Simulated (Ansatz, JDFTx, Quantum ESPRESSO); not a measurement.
**PBE against PBEsol over 8 crystals**

Computed bulk modulus (GPa) at each level. Moduli come from Birch-Murnaghan fits over scaled cells with fixed shape and fractions. Not every cell is the stable form of its formula. Spin polarisation and spin-orbit coupling are off unless named. Started with parallel moments: Ni.

- PBE: Ansatz (all-electron LAPW, scalar-relativistic) for SrCl2, LiF, CaO, CuZn, Ni, TiC; Quantum ESPRESSO (SSSP 1.3 efficiency PBE) for NaI; JDFTx (PseudoDojo-SR-PBE-0.5-standard) for NaF; cutoffs 748 to 1197 eV for plane waves; k meshes of 343 to 2197 points
- PBEsol: Ansatz (all-electron LAPW, scalar-relativistic) for NaI, SrCl2, LiF, CaO, CuZn, Ni, TiC; JDFTx (PseudoDojo-SR-PBEsol-0.4.1-standard with smoothed tails) for NaF; cutoff 1197 eV for plane waves; k meshes of 343 to 2197 points

| crystal | PBE | PBEsol |
| --- | --- | --- |
| NaI (Fm-3m) | 15.1 | 17.1 |
| SrCl2 (Fm-3m) | 33.6 | 38.0 |
| NaF (Fm-3m) | 44.8 | 48.5 |
| LiF (Fm-3m) | 66.8 | 72.6 |
| CaO (Fm-3m) | 105.3 | 115.4 |
| CuZn (Pm-3m) | 113.6 | 136.2 |
| Ni (Fm-3m) | 200.4 | 231.6 |
| TiC (Fm-3m) | 250.8 | 267.9 |

**Question.** How do the values move from PBE?

**Answer.** PBEsol lies above PBE in 8 of 8 crystals, with a median shift of +11.3 % (+6.8 % for TiC to +19.9 % for CuZn). The figures use the values as printed. Meshes of this size aren't converged for the metals. Columns can differ in programs, potentials, basis sets and cutoffs within a row, which adds scatter of its own.
